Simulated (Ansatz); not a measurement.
Theory: Ansatz 0.2.0, DFT PBE+D3(BJ), scalar-relativistic, plane waves, PAW. Settings: cutoff 420 eV, Γ-centred meshes spaced at most about 0.3 Å⁻¹, and about 0.25 Å⁻¹ or finer for metals (2π included), Gaussian smearing. No spin polarisation.

These are static total energies at zero pressure.

Question: Order these relaxed structures of Si by energy, lowest first, with the energy over the lowest of them.
A.

```xyz
4
Lattice="3.8158 0.0000 0.0000 -1.9079 3.3046 0.0000 0.0000 0.0000 6.3134" Properties=species:S:1:pos:R:3 pbc="T T T"
Si    0.0000    2.2031    0.3983
Si    1.9079    1.1015    3.5550
Si    0.0000    2.2031    2.7583
Si    1.9079    1.1015    5.9150
```

B.

```xyz
2
Lattice="3.8422 0.0000 0.0000 -1.9211 3.3274 0.0000 0.0000 0.0000 3.2268" Properties=species:S:1:pos:R:3 pbc="T T T"
Si    0.0000    2.2183    2.8433
Si    1.9211    1.1091    0.3834
```

Answer: A (0 meV/atom), B (376 meV/atom). Forms: A lonsdaleite type, P6_3/mmc; B P-3m1. Counting all near atoms (those within 1.25 times the shortest such distance or 1.15 times the sum of covalent radii): A has Si 4; B has Si 3. Origin: A, reached from a Materials Project cell; B, invented. The lowest form computed isn't among them: it has the diamond type, space group Fd-3m (No. 227), 19.9 Å³/atom, is reached from a measured cell (COD) and lies 11 meV/atom below the best shown.

Cells relaxed within their symmetry can be saddle points. Some types were kept out of the candidates beforehand, so the set may lack a known form.
